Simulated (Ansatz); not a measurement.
This is a band-structure calculation with the PAW code Ansatz on an ordered 8-atom cell of ZnSnN₂ on the rocksalt lattice (P4/nmm) (it has left that coordination); the level of theory is PBE. Cell and atoms come from a relaxation with r2SCAN.

Input (YAML):
```yaml
crystal:
  lattice:
    - [3.1549593304, 0.0, 0.0]
    - [0.0, 3.1549593304, 0.0]
    - [0.0, 0.0, 9.1152605719]
  atoms:
    - { symbol: Zn, position: [0.5, 0.0, 0.9014799894] }
    - { symbol: "N", position: [0.5, 0.0, 0.133817808] }
    - { symbol: Zn, position: [0.0, 0.5, 0.0985200106] }
    - { symbol: "N", position: [0.0, 0.5, 0.3971487651] }
    - { symbol: Sn, position: [0.5, 0.0, 0.3591046631] }
    - { symbol: "N", position: [0.5, 0.0, 0.6028512349] }
    - { symbol: Sn, position: [0.0, 0.5, 0.6408953369] }
    - { symbol: "N", position: [0.0, 0.5, 0.866182192] }
kpoints:
  mp_grid: { grid: [8, 8, 4] }
  band_path:
    path:
      - [[0.0, 0.0, 0.0], [-2.29308209175e-53, 0.5, 0.0], [0.5, 0.5, 0.0], [0.0, 0.0, 0.0], [0.0, 0.0, 0.5], [-2.29308209175e-53, 0.5, 0.5], [0.5, 0.5, 0.5], [0.0, 0.0, 0.5]]
      - [[-2.29308209175e-53, 0.5, 0.0], [-2.29308209175e-53, 0.5, 0.5]]
      - [[0.5, 0.5, 0.0], [0.5, 0.5, 0.5]]
    npoints: 10
hamiltonian:
  xc: pbe
scf:
  occupations: { method: fermi_dirac, width: 0.02 }
  n_extra_bands: 6
output:
  forces: true
  stress: true
  eigenvalues: true
```

Command: `ansatz run input.yaml --threads 2 --pin off --max-ram 20275MiB --backend cpu --events-out ev --progress --plain --runs-dir out`. It took 8 s on 2 threads of AMD EPYC 7R13 Processor (Zen 3), with other jobs on the host, load about 2.8 per core; peak host memory 0.67 GiB.

Q: Predict the output.

A: The output, standing remarks left out:
```
scf.n_extra_bands = 6 over 36 filled bands (N_el = 72.0): the run solves 42 bands
Pseudopotential: Zn, paw, valence charge 12, recommended cutoff 420 eV (normal)
Pseudopotential: N, paw, valence charge 5, recommended cutoff 420 eV (normal)
Pseudopotential: Sn, paw, valence charge 14, recommended cutoff 420 eV (normal)
Functional definition: PBE
Crystal: 8 atoms, lattice volume = 90.731 Å³
Basis set: ecut = 420 eV, 1783 PW (Γ)
Symmetry: 16 space group operations
Space group: P4/nmm (ITA 129)
k-points: 45 of 256
Free energy (F): -20219.215141 eV
Internal energy: -20219.214329 eV  (E = F + TS)
E sigma→0 (E₀):  -20219.214735 eV
Entropy (-TS):   -0.000812 eV (-0.101 meV/atom)
Fermi energy:    13.573628 eV
--- Forces (eV/Å), atoms counted from 1 ---
  atom   1  Zn      0.00000      0.00000    -0.06027
  atom   2  N       0.00000      0.00000    -0.12481
  atom   3  Zn      0.00000      0.00000      0.06027
  atom   4  N       0.00000      0.00000    -0.02755
  atom   5  Sn      0.00000      0.00000      0.02013
  atom   6  N       0.00000      0.00000      0.02755
  atom   7  Sn      0.00000      0.00000    -0.02013
  atom   8  N       0.00000      0.00000      0.12481
--- Stress (GPa, compression-positive) ---
        6.109768       0.000000       0.000000
        0.000000       6.109768       0.000000
        0.000000       0.000000       6.918744
  P = ⅓ Tr σ = 6.3794 GPa (63.794 kbar)
--- Band table (eV; the first three rows and the last of 45) ---
  k-point 0: bands = […, 10.4743, 11.7047, 11.7047, 11.7927, 12.6878, 12.6878, 12.9358, 14.1283, 16.5957, 16.8048, …]
  k-point 1: bands = […, 10.4288, 11.0725, 11.7398, 11.7398, 12.6811, 12.6811, 13.7568, 14.2497, 16.0776, 16.3837, …]
  k-point 2: bands = […, 10.3843, 10.4495, 11.7735, 11.7735, 12.6745, 12.6745, 14.3926, 14.6694, 15.4675, 15.8018, …]
  k-point 44: bands = […, 9.1717, 9.1717, 10.0524, 10.0524, 10.7348, 10.7348, 14.5219, 14.5219, 15.8806, 15.8806, …]
```
Only the leading digits can be foreseen; the rest is this run's record.

The rows of the band table are 0: (0, 0, 0) = Γ, 1: (0, 0, 1/4), 2: (0, 0, -1/2) = Z, 44: (-1/2, -1/2, -1/2) = A.

Levels along the path, in eV from the valence top (v1 is the last filled band, c1 the first empty one):
```tsv
point	distance (1/Å)	v2	v1	c1	c2
Γ	0.00	-0.87	-0.87	-0.62	0.57
·	0.50	-1.01	-0.40	1.98	2.14
X	1.00	-0.04	-0.04	2.09	2.09
·	1.49	-1.79	-1.79	1.99	1.99
M	1.99	-2.70	-2.70	0.06	0.06
·	2.70	-1.38	-1.36	2.25	3.31
Γ	3.40	-0.87	-0.87	-0.62	0.57
·	3.57	-0.88	-0.88	0.20	0.69
Z	3.74	-0.89	-0.89	0.83	1.11
·	4.24	-1.02	-0.38	1.91	1.93
R	4.74	-0.05	-0.05	2.84	2.84
·	5.24	-1.69	-1.69	1.74	1.74
A	5.74	-2.83	-2.83	0.96	0.96
·	6.44	-1.85	-1.58	2.67	2.97
Z	7.14	-0.89	-0.89	0.83	1.11
X	7.14	-0.04	-0.04	2.09	2.09
·	7.28	-0.04	-0.04	2.29	2.29
·	7.45	-0.05	-0.05	2.80	2.80
R	7.49	-0.05	-0.05	2.84	2.84
M	7.49	-2.70	-2.70	0.06	0.06
·	7.59	-2.72	-2.72	0.20	0.20
·	7.76	-2.81	-2.81	0.83	0.83
A	7.83	-2.83	-2.83	0.96	0.96
```

With PBE the bands overlap by 0.62 eV (counted from 1, band 36 peaks at Z–R (0.90 of the way from Z) and band 37 bottoms out at Γ): no gap. The mean pressure at these positions is +6.38 GPa, compression counted positive. The largest force is 0.12 eV/Å.

The cell comes from a prototype generator: it can be a known phase or a hypothetical one. Spin polarisation is off.

Spin-orbit coupling is left out, which matters wherever the heavy atoms make up the band edges.

Where bands overlap, v1 and c1 are numbered by the electron count and aren't everywhere filled or empty.

Overlapping bands make a metal at that level, for which these meshes are coarse; small forces, stresses and energy differences are uncertain.
